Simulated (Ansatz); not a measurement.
**Relaxing CsSnBr₃**

These are results of DFT PBEsol, scalar-relativistic, plane waves, PAW (Ansatz 0.2.0), not measurements. Run with 420 eV cutoff, 8×8×8 k-mesh, Gaussian smearing of 0.10 eV, no spin polarisation.

What was changed: relaxed at 25 GPa.

Other phases may be more stable at this pressure.

Command:

```bash
ansatz run input.yaml --threads 1 --pin off --max-ram 2560MiB --backend cpu --events-out ev --progress --plain --runs-dir out
```

Input:

```yaml
crystal:
  lattice:
    - [5.1067177113, 0.0, 0.0]
    - [0.0, 5.1067177113, 0.0]
    - [0.0, 0.0, 5.1067177113]
  atoms:
    - { symbol: Cs, position: [0.0, 0.0, 0.0] }
    - { symbol: Sn, position: [0.5, 0.5, 0.5] }
    - { symbol: Br, position: [0.5, 0.0, 0.5] }
    - { symbol: Br, position: [0.5, 0.5, 0.0] }
    - { symbol: Br, position: [0.0, 0.5, 0.5] }
basis:
  ecutwfc: 420
kpoints:
  mp_grid: { grid: [8, 8, 8] }
hamiltonian:
  xc: pbesol
scf:
  occupations: { method: gaussian, width: 0.1 }
output:
  forces: true
  stress: true
  eigenvalues: true
relax:
  adjacent_minimum: "off"
  f_tol: 0.008
  max_steps: 50
  cell: { stress_tol: 0.08, p_target: 25.0 }
```

F is the free energy. Steps run on the plane waves of an earlier cell, but the last one, and at times one on the way, on a freshly chosen basis, so a repeated geometry can differ a little in energy. The relaxation lowers the enthalpy F + PV at the target pressure, so F itself can rise.

At step 2 F + PV rises: a step can overshoot before the optimiser corrects it.

Steps:

```
step F − F(1) (eV) largest force component (eV/Å) V (Å³/atom) P (GPa)
   1         0.0000                           0.000       26.635    18.33
   2         2.8439                           0.000       23.129    35.57
   3         0.9729                           0.000       25.159    24.27
   4         1.1026                           0.000       24.991    25.06
   5         1.1048                           0.000       24.991    25.06
```

Relaxed structure:

```cif
data_structure
_symmetry_space_group_name_H-M 'P 1'
_symmetry_Int_Tables_number 1
_cell_length_a 4.9994
_cell_length_b 4.9994
_cell_length_c 4.9994
_cell_angle_alpha 90.000
_cell_angle_beta 90.000
_cell_angle_gamma 90.000
_cell_volume 124.95
loop_
_atom_site_label
_atom_site_type_symbol
_atom_site_fract_x
_atom_site_fract_y
_atom_site_fract_z
_atom_site_occupancy
Cs1 Cs 0.00000 0.00000 0.00000 1
Sn1 Sn 0.50000 0.50000 0.50000 1
Br1 Br 0.50000 0.00000 0.50000 1
Br2 Br 0.50000 0.50000 0.00000 1
Br3 Br 0.00000 0.50000 0.50000 1
```

Symmetry: Pm-3m, No. 221, cubic system. The conventional cell has a = 4.999 Å, b = 4.999 Å, c = 4.999 Å, α = 90.00°, β = 90.00°, γ = 90.00°. Around Cs (site symmetry m-3m) lie 12 Br at 3.54 Å. Around Sn (site symmetry m-3m) lie 6 Br at 2.50 Å. Br (site symmetry 4/mmm) has 2 Sn at 2.50 Å as nearest neighbours.

The run converged. The run took 65 s on 1 thread of Intel(R) Xeon(R) Platinum 8259CL CPU @ 2.50GHz (Skylake/Cascade Lake), on a shared host, peak memory 0.49 GiB.